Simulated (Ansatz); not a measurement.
# BaTiO3: the band gap up the ladder of functionals

The task here is to estimate one member of a computed series from the others.

The runs shown are made with Ansatz 0.2.0. PAW datasets, plane waves. Computed at 0 K without zero-point motion; spin polarisation is off.

## The system as given

The cell was relaxed beforehand with r2SCAN.

Space group Pm-3m (No. 221), cubic; conventional cell a = 3.994 Å, 12.74 Å³ an atom. Ba has 12 O at 2.82 Å; Ti has 6 O at 2.00 Å; O has 2 Ti at 2.00 Å and 4 Ba at 2.82 Å.

Coordinates:

```cif
data_structure
_symmetry_space_group_name_H-M 'P 1'
_symmetry_Int_Tables_number 1
_cell_length_a 3.9941
_cell_length_b 3.9941
_cell_length_c 3.9941
_cell_angle_alpha 90.000
_cell_angle_beta 90.000
_cell_angle_gamma 90.000
_cell_volume 63.72
loop_
_atom_site_label
_atom_site_type_symbol
_atom_site_fract_x
_atom_site_fract_y
_atom_site_fract_z
_atom_site_occupancy
Ba1 Ba 0.50000 0.50000 0.50000 1
Ti1 Ti 0.00000 0.00000 0.00000 1
O1 O 0.50000 0.00000 0.00000 1
O2 O 0.00000 0.50000 0.00000 1
O3 O 0.00000 0.00000 0.50000 1
```

Set-up of the first run:

input.yaml reads:

```yaml
crystal:
  lattice:
    - [3.9940950465, 0.0, 0.0]
    - [0.0, 3.9940950465, 0.0]
    - [0.0, 0.0, 3.9940950465]
  atoms:
    - { symbol: Ba, position: [0.5, 0.5, 0.5] }
    - { symbol: Ti, position: [0.0, 0.0, 0.0] }
    - { symbol: O, position: [0.5, 0.0, 0.0] }
    - { symbol: O, position: [0.0, 0.5, 0.0] }
    - { symbol: O, position: [0.0, 0.0, 0.5] }
kpoints:
  mp_grid: { grid: [6, 6, 6] }
  band_path:
    path:
      - [[0.0, 0.0, 0.0], [-2.510830995573e-51, 0.5, -8.036571997691e-36], [0.5, 0.5, 1.205485799654e-35], [0.0, 0.0, 0.0], [0.5, 0.5, 0.5], [-2.510830995573e-51, 0.5, -8.036571997691e-36]]
      - [[0.5, 0.5, 0.5], [0.5, 0.5, 1.205485799654e-35]]
    npoints: 10
hamiltonian:
  xc: pbe
scf:
  occupations: { method: fermi_dirac, width: 0.02 }
  n_extra_bands: 5
output:
  forces: true
  stress: true
  eigenvalues: true
```

The run is started by

```sh
ansatz run input.yaml --threads 4 --pin off --max-ram 6451MiB --backend cpu --events-out ev --progress --plain --runs-dir out
```

Among the steps run: Band structure with PBE; Single point with r2SCAN; Single point with HSE06; PBE+SOC at the same geometry; PBE0.

One of the session's tables, all rows but one given; the rest of the session is left out.

| level | gap (eV) |
| --- | --- |
| PBE | 1.82 |
| r2SCAN | 2.17 |
| HSE06 | 3.21 |
| PBE+SOC | 1.81 |
| PBE0 | ? |

**Question.** Estimate the row for PBE0.

**Answer.** gap (eV): 3.95. In the column «gap (eV)» it is the highest.

Meshes: PBE 6×6×6, r2SCAN 6×6×6, HSE06 4×4×4, PBE+SOC 6×6×6, PBE0 4×4×4

What this shows: The gap runs from 1.81 eV (PBE+SOC) to 3.95 eV (PBE0). PBE reaches 57 % of the HSE06 value, and r2SCAN 68 %. PBE0 lies 0.74 eV above HSE06, which differs from it by screening the long-range exchange.

To keep in mind: Warnings in the runs' records: stress exchange threshold loose, stress scf threshold loose.
